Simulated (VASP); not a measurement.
# BN (Fmm2) in VASP: a series of runs, part 2 of 2

VASP 6.6.1. The steps go on from the part before.

### Step 4. Single point, PBE

INCAR

```
PREC = Accurate
ENCUT = 340
EDIFF = 1E-7
ISMEAR = 0
SIGMA = 0.05
LREAL = False
LASPH = True
NELM = 100
ALGO = Normal
ISIF = 2
LWAVE = False
LCHARG = False
GGA = PE
ADDGRID = False
```

KPOINTS

```
regular mesh
0
Gamma
  5 5 5
```

POSCAR

```
BN
1.0
    0.0000000000      3.4953158300      2.1660912400
    1.2516321000      0.0000000000      2.1660912400
    1.2516321000      3.4953158300      0.0000000000
N B
1 1
Direct
    0.6643870000      0.6373240000      0.3259630000
   -0.0156690000     -0.0240960000      1.0349220000
```

Potentials or basis: VASP PAW PBE potentials, release 64 (N_s, B_s).

Started as:

```sh
cat potpaw_PBE.64/N_s/POTCAR potpaw_PBE.64/B_s/POTCAR > POTCAR
mpirun -np 1 vasp_std > vasp.out
```

OUTCAR:

```text
PREC = Accurate
   ENCUT = 340
   EDIFF = 1E-7
   ISMEAR = 0
   LREAL = False
   LASPH = True
   NELM = 100
   ISIF = 2
   GGA = PE

 Found     63 irreducible k-points:

 Following reciprocal coordinates:
            Coordinates               Weight
  0.000000  0.000000  0.000000      1.000000
  0.200000 -0.000000 -0.000000      2.000000
 -0.200000 -0.200000 -0.200000      2.000000
 -0.000000  0.200000  0.000000      2.000000
  0.000000  0.000000  0.200000      2.000000
  0.400000  0.000000  0.000000      2.000000
   k-points           NKPTS =     63   k-points in BZ     NKDIM =     63   number of bands    NBANDS=      8
   number of dos      NEDOS =    301   number of ions     NIONS =      2
   total plane-waves  NPLWV =  10752
   dimension x,y,z NGX =    28 NGY =   16 NGZ =   24
   dimension x,y,z NGXF=    56 NGYF=   32 NGZF=   48
   ions per type =               1   1
   NGX,Y,Z   is equivalent  to a cutoff of  11.32, 10.63, 10.75 a.u.
   NGXF,Y,Z  is equivalent  to a cutoff of  22.64, 21.26, 21.49 a.u.
 SYSTEM =  unknown system
   PREC   = accura    normal or accurate (medium, high low for compatibility)
   ISTART =      0    job   : 0-new  1-cont  2-samecut
   ICHARG =      2    charge: 1-file 2-atom 10-const
   ISPIN  =      1    spin polarized calculation?
   LNONCOLLINEAR =      F non collinear calculations
   LSORBIT =      F    spin-orbit coupling
   LASPH  =      T    aspherical Exc in radial PAW
   ENCUT  =  340.0 eV  24.99 Ry    5.00 a.u.   6.18  3.76  5.58*2*pi/ulx,y,z
   NELM   =    100;   NELMIN=  2; NELMDL= -5     # of ELM steps
   EDIFF  = 0.1E-06   stopping-criterion for ELM
   LREAL  =      F    real-space projection
   EDIFFG = 0.1E-05   stopping-criterion for IOM
   NSW    =      0    number of steps for IOM
   IBRION =     -1    ionic relax: 0-MD 1-quasi-New 2-CG
   NFREE  =      0    steps in history (QN), initial steepest desc. (CG)
   ISIF   =      2    stress and relaxation
   ISYM   =      2    0-nonsym 1-usesym 2-fastsym
   POTIM  = 0.5000    time-step for ionic-motion
   TEBEG  =    0.0;   TEEND  =   0.0 temperature during run
   PSTRESS=    0.0 pullay stress
   NELECT =       8.0000    total number of electrons
   NUPDOWN=      -1.0000    fix difference up-down
   EMIN   =  10.00;   EMAX   =-10.00  energy-range for DOS
   EFERMI =   0.00;   METHOD = LEGACY
   ISMEAR =     0;   SIGMA  =   0.05  broadening in eV -4-tet -1-fermi 0-gaus
   EFERMI_NEDOS =   21; number of points for ismear=-14 and -15
   IALGO  =     38    algorithm
   IMIX   =      4    mixing-type and parameters
     AMIX     =   0.40;   BMIX     =  1.00
     AMIX_MAG =   1.60;   BMIX_MAG =  1.00
  volume/ion in A,a.u.               =       9.48        63.95
  Fermi-wavevector in a.u.,A,eV,Ry     =   1.228047  2.320672 20.518928  1.508099
  Thomas-Fermi vector in A             =   2.362987
   LORBIT       =      0    0 simple, 1 ext, 2 COOP (PROOUT), +10 PAW based schemes
   GGA     = PE    functional components
   LHFCALC =     F    Hartree Fock is set to
   AEXX    =    0.0000 exact exchange contribution
   IVDW    =     0    specifies the selected vdW correction
   LEPSILON=     F    determine dielectric tensor
   LRPA    =     F    only Hartree local field effects (RPA)
 non-spin polarized calculation
 Gauss-broadening in eV      SIGMA  =   0.05
  energy-cutoff  :      340.00
  volume of cell :       18.95
 maximum number of plane-waves:       279
 NGX is ok and might be reduce to    28
   NGX = 13   NGY =  7   NGZ = 11

 number of electron       8.0000000 magnetization

 Free energy of the ion-electron system (eV)
  ---------------------------------------------------
  ext. energy  EPLUGINS =         0.00000000
  ---------------------------------------------------
  free energy    TOTEN  =       -17.38688722 eV

  energy without entropy =      -17.38688722  energy(sigma->0) =      -17.38688722

 E-fermi :   3.2115     XC(G=0):  -9.7082

 val. band max:        2.9963529916   @ k =   0.4000   0.4000  -0.2000
 cond. band min:       7.1224458102   @ k =   0.0000   0.4000   0.4000
 fundamental gap:      4.1260928185
 Fermi energy:         3.2115318626

 k-point     1 :       0.0000    0.0000    0.0000
  band No.  band energies     occupation
      1     -14.7113      2.00000
      2      -1.3065      2.00000
      3       1.0915      2.00000
      4       2.5281      2.00000
      5       7.8445      0.00000
      6      13.7649      0.00000
      7      15.6630      0.00000
      8      16.2173      0.00000
[... 45 lines left out ...]
 k-point     6 :       0.4000    0.0000    0.0000
  band No.  band energies     occupation
      1     -11.9759      2.00000
      2      -4.8099      2.00000
      3      -1.1990      2.00000
      4       1.3345      2.00000
      5       9.2434      0.00000
      6      12.5588      0.00000
      7      15.1471      0.00000
      8      19.8491      0.00000

 [... further k-points ...]
[... 5 lines left out ...]
  --------------------------------------------------------------------------------------
  -------------------------------------------------------------------------------------
  Total        0.7505093     -0.0075168      1.1349228     -0.2445011      0.0399359      0.8150899
  in kB       63.4449083     -0.6354359     95.9416205    -20.6691013      3.3760139     68.9042841
  external PRESSURE =      52.9170310 kB  Pullay stress =       0.0000000 kB

 VOLUME and BASIS-vectors are now :
 -----------------------------------------------------------------------------
  energy-cutoff  :      340.00
  volume of cell :       18.95
      direct lattice vectors                 reciprocal lattice vectors
     0.000000000  3.495315830  2.166091240    -0.399478409  0.143048590  0.230830535
     1.251632100  0.000000000  2.166091240     0.399478409 -0.143048590  0.230830535
     1.251632100  3.495315830  0.000000000     0.399478409  0.143048590 -0.230830535

 POSITION                                       TOTAL-FORCE (eV/Angst)
 -----------------------------------------------------------------------------------
      1.20568      3.46159      2.81962         2.431990      1.272168     -0.555620
      1.26518      3.56261      4.24605        -2.431990     -1.272168      0.555620
 -----------------------------------------------------------------------------------
    total drift:                                0.000041     -0.000097      0.000002

  FREE ENERGIE OF THE ION-ELECTRON SYSTEM (eV)
  ---------------------------------------------------
  free  energy   TOTEN  =       -17.3868872228 eV

  energy  without entropy=      -17.3868872228  energy(sigma->0) =      -17.38688722
```

OSZICAR:

```text
N       E                     dE             d eps       ncg     rms          rms(c)
DAV:   1     0.877288973413E+01    0.87729E+01   -0.37115E+03  1248   0.760E+02
DAV:   2    -0.187411120818E+02   -0.27514E+02   -0.25647E+02  1248   0.182E+02
DAV:   3    -0.193017861534E+02   -0.56067E+00   -0.56067E+00  1536   0.298E+01
DAV:   4    -0.193054574357E+02   -0.36713E-02   -0.36713E-02  1360   0.255E+00
DAV:   5    -0.193054654367E+02   -0.80011E-05   -0.80011E-05  1584   0.120E-01    0.170E+01
DAV:   6    -0.175962364196E+02    0.17092E+01   -0.70537E+00  1544   0.267E+01    0.209E+01
DAV:   7    -0.174736730775E+02    0.12256E+00   -0.11603E-01  1440   0.491E+00    0.156E+01
DAV:   8    -0.173883706632E+02    0.85302E-01   -0.34280E-01  1592   0.866E+00    0.119E+00
DAV:   9    -0.173867375953E+02    0.16331E-02   -0.43887E-03  1056   0.103E+00    0.444E-01
DAV:  10    -0.173868069429E+02   -0.69348E-04   -0.18769E-03  1512   0.698E-01    0.110E-01
DAV:  11    -0.173868624652E+02   -0.55522E-04   -0.52747E-05  1304   0.798E-02    0.606E-02
DAV:  12    -0.173868869114E+02   -0.24446E-04   -0.26861E-05  1192   0.442E-02    0.549E-03
DAV:  13    -0.173868871609E+02   -0.24947E-06   -0.46021E-07  1600   0.925E-03    0.345E-03
DAV:  14    -0.173868872228E+02   -0.61945E-07   -0.10580E-07  1216   0.352E-03
   1 F= -.17386887E+02 E0= -.17386887E+02  d E =-.625573E-11
```

stdout:

```text
POSCAR found type information on POSCAR N B
 POSCAR found :  2 types and       2 ions
 scaLAPACK will be used
 LDA part: xc-table for (Slater+PW92), standard interpolation
 POSCAR, INCAR and KPOINTS ok, starting setup
 FFT: planning ... GRIDC
 FFT: planning ... GRID_SOFT
 FFT: planning ... GRID
 WAVECAR not read
 entering main loop
```

It took 3.9 s on 1 thread of Intel Xeon 6975P-C (Granite Rapids), shared host; peak memory 0.12 GiB.

These settings aren't checked as converged: the numbers below hold their error.

Results:

| Quantity | Value |
| --- | --- |
| Free energy | -17.3869 eV |
| Pressure | 5.3 GPa |
| Largest force | 2.800 eV/Å |
| Band gap on the k mesh | 4.13 eV, indirect (least direct gap 4.76 eV) |

Caveat: the k mesh is coarse (spacing up to 0.61 Å⁻¹), so the values aren't converged; the cutoff is under 1.25 times the usual one of these potentials, so pressure, stress and relaxed cells hold a basis-set (Pulay) error; an odd mesh through Γ misses points on the zone boundary, where band edges often lie.

### Step 5. Single point, PBE

INCAR, as its differences from that of step 4:

```diff
@@ -1,3 +1,3 @@
 PREC = Accurate
-ENCUT = 340
+ENCUT = 400
 EDIFF = 1E-7
```

KPOINTS is that of step 4.

POSCAR

```
BN
1.0
    0.0000000000      3.4953158300      2.1660912400
    1.2516321000      0.0000000000      2.1660912400
    1.2516321000      3.4953158300      0.0000000000
N B
1 1
Direct
    0.6666513400      0.6666513400      0.3333486600
    0.0000486500      0.0000486500      0.9999513500
```

Started as:

```sh
cat potpaw_PBE.64/N_s/POTCAR potpaw_PBE.64/B_s/POTCAR > POTCAR
mpirun -np 1 vasp_std > vasp.out
```

It took 2.5 s on 1 thread of Intel Xeon 6975P-C (Granite Rapids), shared host; peak memory 0.12 GiB.

These settings aren't checked as converged: the numbers below hold their error.

What came out:

```
Free energy            : -17.5425 eV
Pressure               : 4.2 GPa
Largest force          : 0.012 eV/Å
Band gap on the k mesh : 4.29 eV, indirect (least direct gap 4.99 eV)
```

Caveat: the k mesh is coarse (spacing up to 0.61 Å⁻¹), so the values aren't converged; an odd mesh through Γ misses points on the zone boundary, where band edges often lie.

### Step 6. Single point, PBE

INCAR is that of step 5.

KPOINTS is that of step 5.

POSCAR

```
BN
1.0
    0.0000000000      3.4953158300      2.1660912400
    1.2516321000      0.0000000000      2.1660912400
    1.2516321000      3.4953158300      0.0000000000
N B
1 1
Direct
    0.6643870000      0.6373240000      0.3259630000
   -0.0156690000     -0.0240960000      1.0349220000
```

Potentials or basis: VASP PAW PBE potentials, release 64 (N_s, B_s).

Started as:

```sh
cat potpaw_PBE.64/N_s/POTCAR potpaw_PBE.64/B_s/POTCAR > POTCAR
mpirun -np 1 vasp_std > vasp.out
```

OUTCAR:

```text
PREC = Accurate
   ENCUT = 400
   EDIFF = 1E-7
   ISMEAR = 0
   LREAL = False
   LASPH = True
   NELM = 100
   ISIF = 2
   GGA = PE

 Found     63 irreducible k-points:

 Following reciprocal coordinates:
            Coordinates               Weight
  0.000000  0.000000  0.000000      1.000000
  0.200000 -0.000000 -0.000000      2.000000
 -0.200000 -0.200000 -0.200000      2.000000
 -0.000000  0.200000  0.000000      2.000000
  0.000000  0.000000  0.200000      2.000000
  0.400000  0.000000  0.000000      2.000000
   k-points           NKPTS =     63   k-points in BZ     NKDIM =     63   number of bands    NBANDS=      8
   number of dos      NEDOS =    301   number of ions     NIONS =      2
   total plane-waves  NPLWV =  10752
   dimension x,y,z NGX =    28 NGY =   16 NGZ =   24
   dimension x,y,z NGXF=    56 NGYF=   32 NGZF=   48
   ions per type =               1   1
   NGX,Y,Z   is equivalent  to a cutoff of  11.32, 10.63, 10.75 a.u.
   NGXF,Y,Z  is equivalent  to a cutoff of  22.64, 21.26, 21.49 a.u.
 SYSTEM =  unknown system
   PREC   = accura    normal or accurate (medium, high low for compatibility)
   ISTART =      0    job   : 0-new  1-cont  2-samecut
   ICHARG =      2    charge: 1-file 2-atom 10-const
   ISPIN  =      1    spin polarized calculation?
   LNONCOLLINEAR =      F non collinear calculations
   LSORBIT =      F    spin-orbit coupling
   LASPH  =      T    aspherical Exc in radial PAW
   ENCUT  =  400.0 eV  29.40 Ry    5.42 a.u.   6.71  4.08  6.05*2*pi/ulx,y,z
   NELM   =    100;   NELMIN=  2; NELMDL= -5     # of ELM steps
   EDIFF  = 0.1E-06   stopping-criterion for ELM
   LREAL  =      F    real-space projection
   EDIFFG = 0.1E-05   stopping-criterion for IOM
   NSW    =      0    number of steps for IOM
   IBRION =     -1    ionic relax: 0-MD 1-quasi-New 2-CG
   NFREE  =      0    steps in history (QN), initial steepest desc. (CG)
   ISIF   =      2    stress and relaxation
   ISYM   =      2    0-nonsym 1-usesym 2-fastsym
   POTIM  = 0.5000    time-step for ionic-motion
   TEBEG  =    0.0;   TEEND  =   0.0 temperature during run
   PSTRESS=    0.0 pullay stress
   NELECT =       8.0000    total number of electrons
   NUPDOWN=      -1.0000    fix difference up-down
   EMIN   =  10.00;   EMAX   =-10.00  energy-range for DOS
   EFERMI =   0.00;   METHOD = LEGACY
   ISMEAR =     0;   SIGMA  =   0.05  broadening in eV -4-tet -1-fermi 0-gaus
   EFERMI_NEDOS =   21; number of points for ismear=-14 and -15
   IALGO  =     38    algorithm
   IMIX   =      4    mixing-type and parameters
     AMIX     =   0.40;   BMIX     =  1.00
     AMIX_MAG =   1.60;   BMIX_MAG =  1.00
  volume/ion in A,a.u.               =       9.48        63.95
  Fermi-wavevector in a.u.,A,eV,Ry     =   1.228047  2.320672 20.518928  1.508099
  Thomas-Fermi vector in A             =   2.362987
   LORBIT       =      0    0 simple, 1 ext, 2 COOP (PROOUT), +10 PAW based schemes
   GGA     = PE    functional components
   LHFCALC =     F    Hartree Fock is set to
   AEXX    =    0.0000 exact exchange contribution
   IVDW    =     0    specifies the selected vdW correction
   LEPSILON=     F    determine dielectric tensor
   LRPA    =     F    only Hartree local field effects (RPA)
 non-spin polarized calculation
 Gauss-broadening in eV      SIGMA  =   0.05
  energy-cutoff  :      400.00
  volume of cell :       18.95
 maximum number of plane-waves:       354
   NGX = 13   NGY =  9   NGZ = 11

 number of electron       8.0000000 magnetization

 Free energy of the ion-electron system (eV)
  ---------------------------------------------------
  ext. energy  EPLUGINS =         0.00000000
  ---------------------------------------------------
  free energy    TOTEN  =       -17.39785731 eV

  energy without entropy =      -17.39785731  energy(sigma->0) =      -17.39785731

 E-fermi :   3.2083     XC(G=0):  -9.7080

 val. band max:        2.9942543353   @ k =   0.4000   0.4000  -0.2000
 cond. band min:       7.1197190463   @ k =   0.0000   0.4000   0.4000
 fundamental gap:      4.1254647110
 Fermi energy:         3.2083343321

 k-point     1 :       0.0000    0.0000    0.0000
  band No.  band energies     occupation
      1     -14.7115      2.00000
      2      -1.3076      2.00000
      3       1.0869      2.00000
      4       2.5247      2.00000
      5       7.8432      0.00000
      6      13.7617      0.00000
      7      15.6596      0.00000
      8      16.2147      0.00000

 k-point     2 :       0.2000   -0.0000   -0.0000
  band No.  band energies     occupation
      1     -13.9164      2.00000
      2      -0.6213      2.00000
      3      -0.4524      2.00000
      4       0.1059      2.00000
      5       9.4109      0.00000
      6      13.6515      0.00000
      7      14.4180      0.00000
      8      18.4896      0.00000

 k-point     3 :      -0.2000   -0.2000   -0.2000
  band No.  band energies     occupation
      1     -13.9422      2.00000
      2      -1.2787      2.00000
      3      -0.5021      2.00000
      4       1.0629      2.00000
      5       9.3527      0.00000
      6      13.5795      0.00000
      7      14.6240      0.00000
      8      17.4198      0.00000

 k-point     4 :      -0.0000    0.2000    0.0000
  band No.  band energies     occupation
      1     -13.9423      2.00000
      2      -1.2868      2.00000
      3      -0.4884      2.00000
      4       1.0617      2.00000
      5       9.3166      0.00000
      6      13.6899      0.00000
      7      14.5373      0.00000
      8      17.4097      0.00000

 k-point     5 :       0.0000    0.0000    0.2000
  band No.  band energies     occupation
      1     -13.9164      2.00000
      2      -0.6940      2.00000
      3      -0.3709      2.00000
      4       0.1075      2.00000
      5       9.3334      0.00000
      6      13.7578      0.00000
      7      14.3695      0.00000
      8      18.4923      0.00000

 k-point     6 :       0.4000    0.0000    0.0000
  band No.  band energies     occupation
      1     -11.9770      2.00000
      2      -4.8117      2.00000
      3      -1.2024      2.00000
      4       1.3329      2.00000
      5       9.2407      0.00000
      6      12.5563      0.00000
      7      15.1439      0.00000
      8      19.8468      0.00000

 [... further k-points ...]
[... 5 lines left out ...]
  --------------------------------------------------------------------------------------
  -------------------------------------------------------------------------------------
  Total        0.6824205      0.0038117      1.0540369     -0.2413201      0.0396438      0.7866360
  in kB       57.6889728      0.3222266     89.1038648    -20.4001889      3.3513208     66.4989097
  external PRESSURE =      49.0383548 kB  Pullay stress =       0.0000000 kB

 VOLUME and BASIS-vectors are now :
 -----------------------------------------------------------------------------
  energy-cutoff  :      400.00
  volume of cell :       18.95
      direct lattice vectors                 reciprocal lattice vectors
     0.000000000  3.495315830  2.166091240    -0.399478409  0.143048590  0.230830535
     1.251632100  0.000000000  2.166091240     0.399478409 -0.143048590  0.230830535
     1.251632100  3.495315830  0.000000000     0.399478409  0.143048590 -0.230830535

 POSITION                                       TOTAL-FORCE (eV/Angst)
 -----------------------------------------------------------------------------------
      1.20568      3.46159      2.81962         2.393542      1.279658     -0.550099
      1.26518      3.56261      4.24605        -2.393542     -1.279658      0.550099
 -----------------------------------------------------------------------------------
    total drift:                                0.000044     -0.000106     -0.000000

  FREE ENERGIE OF THE ION-ELECTRON SYSTEM (eV)
  ---------------------------------------------------
  free  energy   TOTEN  =       -17.3978573130 eV

  energy  without entropy=      -17.3978573130  energy(sigma->0) =      -17.39785731
```

stdout:

```text
POSCAR found type information on POSCAR N B
 POSCAR found :  2 types and       2 ions
 scaLAPACK will be used
 LDA part: xc-table for (Slater+PW92), standard interpolation
 POSCAR, INCAR and KPOINTS ok, starting setup
 FFT: planning ... GRIDC
 FFT: planning ... GRID_SOFT
 FFT: planning ... GRID
 WAVECAR not read
 entering main loop
```

It took 4.1 s on 1 thread of Intel Xeon 6975P-C (Granite Rapids), shared host; peak memory 0.12 GiB.

These settings aren't checked as converged: the numbers below hold their error.

Results:

```yaml
Free_energy: -17.3979 eV
Pressure: 4.9 GPa
Largest_force: 2.769 eV/Å
Band_gap_on_the_k_mesh: 4.13 eV, indirect (least direct gap 4.76 eV)
```

Caveat: the k mesh is coarse (spacing up to 0.61 Å⁻¹), so the values aren't converged; an odd mesh through Γ misses points on the zone boundary, where band edges often lie.

### Step 7. The reference run

An earlier run on the cell as given: functional PBE; potentials or basis VASP PAW PBE potentials, release 64 (N, B); cutoff 520 eV; k mesh 13 × 13 × 13; occupations fermi-dirac, width 0.05 eV; no spin polarisation.

- Pressure: 3.3 GPa
- Largest force: 0.010 eV/Å
- Band gap on the k mesh: 3.90 eV, indirect (least direct gap 4.65 eV)
